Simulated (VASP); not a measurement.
# VASP 6.6.1 run: Ge

INCAR

```
EDIFF = 1E-7
ISIF = 2
SIGMA = 0.05
LASPH = .TRUE.
ISMEAR = -1
NBANDS = 26
ENCUT = 520
LREAL = .FALSE.
NSW = 0
LWAVE = .FALSE.
LCHARG = .FALSE.
GGA = PE
PREC = Accurate
NELM = 120
IBRION = -1
```

KPOINTS

```
KPOINTS created by Atomic Simulation Environment
0
Gamma
8 8 8
0 0 0
```

POSCAR

```
Ge
 1.0000000000000000
    -0.0130500932000000    2.8380077864000000    2.8380077864000000
     2.8380077864000000   -0.0130500932000000    2.8380077864000000
     2.8380077864000000    2.8380077864000000   -0.0130500932000000
 Ge
   2
Cartesian
 -0.0016049250194077 -0.0016049250194077 -0.0016049250194077
  1.4173462949194080  1.4173462949194080  1.4173462949194078
```

The recommended PBE PAW datasets give the neutral cell 28 valence electrons.

Command

```
mpirun -np 1 vasp_std
```

OSZICAR

```
N       E                     dE             d eps       ncg     rms          rms(c)
DAV:   1     0.196140208271E+03    0.19614E+03   -0.13031E+04  4278   0.291E+03
DAV:   2     0.208566483708E+02   -0.17528E+03   -0.16635E+03  3428   0.563E+02
DAV:   3    -0.815481224493E+01   -0.29011E+02   -0.28748E+02  3840   0.124E+02
DAV:   4    -0.908295429684E+01   -0.92814E+00   -0.92739E+00  3844   0.251E+01
DAV:   5    -0.909602576452E+01   -0.13071E-01   -0.13070E-01  3946   0.327E+00    0.313E+00
DAV:   6    -0.904031963272E+01    0.55706E-01   -0.16874E-02  3938   0.118E+00    0.185E+00
DAV:   7    -0.901112518587E+01    0.29194E-01   -0.37417E-02  4074   0.154E+00    0.147E-01
DAV:   8    -0.901275967122E+01   -0.16345E-02   -0.46898E-03  3780   0.656E-01    0.444E-02
DAV:   9    -0.901296499445E+01   -0.20532E-03   -0.23430E-04  3888   0.171E-01    0.151E-02
DAV:  10    -0.901298102943E+01   -0.16035E-04   -0.21979E-05  4308   0.310E-02    0.679E-03
DAV:  11    -0.901298350427E+01   -0.24748E-05   -0.43104E-06  3782   0.234E-02    0.104E-03
DAV:  12    -0.901298359331E+01   -0.89040E-07   -0.16896E-07  3532   0.495E-03
   1 F= -.90129836E+01 E0= -.90125958E+01  d E =-.775679E-03
```

From OUTCAR

```
k-points           NKPTS =     65   k-points in BZ     NKDIM =     65   number of bands    NBANDS=     26

   NELECT =      28.0000    total number of electrons

   dimension x,y,z NGX =    30 NGY =   30 NGZ =   30
   dimension x,y,z NGXF=    60 NGYF=   60 NGZF=   60

  energy-cutoff  :      520.00
  volume of cell :       46.03
      direct lattice vectors                 reciprocal lattice vectors
    -0.013050093  2.838007786  2.838007786    -0.174969359  0.175777642  0.175777642
     2.838007786 -0.013050093  2.838007786     0.175777642 -0.174969359  0.175777642
     2.838007786  2.838007786 -0.013050093     0.175777642  0.175777642 -0.174969359

 k-points in reciprocal lattice and weights: KPOINTS created by Atomic Simulation Env
   0.00000000  0.00000000  0.00000000       0.002
   0.12500000  0.00000000  0.00000000       0.012
   0.25000000  0.00000000  0.00000000       0.012
   0.37500000 -0.00000000 -0.00000000       0.012
   0.50000000  0.00000000  0.00000000       0.006
   0.12500000  0.12500000 -0.00000000       0.012
   0.25000000  0.12500000 -0.00000000       0.023
   0.37500000  0.12500000 -0.00000000       0.023
   ...

 E-fermi :   4.8441

 k-point     1 :       0.0000    0.0000    0.0000
  band No.  band energies     occupation
      1     -19.9600      2.00000
      2     -19.9549      2.00000
      3     -19.9549      2.00000
      4     -19.9217      2.00000
      5     -19.9217      2.00000
      6     -19.7219      2.00000
      7     -19.7219      2.00000
      8     -19.7160      2.00000
      9     -19.7078      2.00000
     10     -19.7078      2.00000
     11      -7.8124      2.00000
     12       4.7172      1.85357
     13       4.8171      1.26398
     14       4.8171      1.26398
     15       4.8702      0.74493
     16       7.3587      0.00000
     17       7.3587      0.00000
     18       7.4298      0.00000
     19      11.2222      0.00000
     20      14.2728      0.00000
     21      14.2728      0.00000
     22      15.5830      0.00000
     23      15.5830      0.00000
     24      15.6097      0.00000
     25      18.5923      0.00000
     26      29.6222      0.00000

 k-point     2 :       0.1250    0.0000    0.0000
  band No.  band energies     occupation
      1     -19.9668      2.00000
      2     -19.9630      2.00000
      3     -19.9531      2.00000
      4     -19.9112      2.00000
      5     -19.9108      2.00000
      6     -19.7325      2.00000
      7     -19.7301      2.00000
      8     -19.7238      2.00000
      9     -19.6987      2.00000
     10     -19.6964      2.00000
     11      -7.6258      2.00000
     12       2.4435      2.00000
     13       4.4938      1.99819
     14       4.5361      1.99578
     15       5.8136      0.00000
     16       7.7974      0.00000
     17       7.8562      0.00000
     18       8.2616      0.00000
     19      12.1284      0.00000
     20      13.3805      0.00000
     21      13.4150      0.00000
     22      14.9183      0.00000
     23      17.1790      0.00000
     24      17.1823      0.00000
     25      19.9826      0.00000
     26      26.5390      0.00000

 ...

  Total        0.6899905      0.6899905      0.6899905      0.0766148      0.0766148      0.0766148
  in kB       24.0158372     24.0158372     24.0158372      2.6666567      2.6666567      2.6666567
  external PRESSURE =      24.0158372 kB  Pullay stress =       0.0000000 kB

 POSITION                                       TOTAL-FORCE (eV/Angst)
 -----------------------------------------------------------------------------------
      5.66136      5.66136      5.66136        -0.007164     -0.007164     -0.007164
      1.41735      1.41735      1.41735         0.007164      0.007164      0.007164
 -----------------------------------------------------------------------------------
    total drift:                               -0.000000     -0.000000     -0.000000

  FREE ENERGIE OF THE ION-ELECTRON SYSTEM (eV)
  ---------------------------------------------------
  free  energy   TOTEN  =        -9.0129835933 eV

  energy  without entropy=       -9.0122079148  energy(sigma->0) =       -9.01259575
```

It converged. Results: gap between bands v and c on the k mesh 0.05 eV; least direct gap on the k mesh 0.05 eV; pressure 2.4 GPa. Band v is the last that the valence electrons fill when counted band by band, and c is the next.

For comparison, a separate PBE run of the intended cell, on usual settings and not on those above, gives a gap of 0.05 eV on its mesh and a pressure of 2.4 GPa.

The run above took about 63 s on one core of a shared host (Intel Xeon Platinum 8488C) and held 0.2 GiB at most.
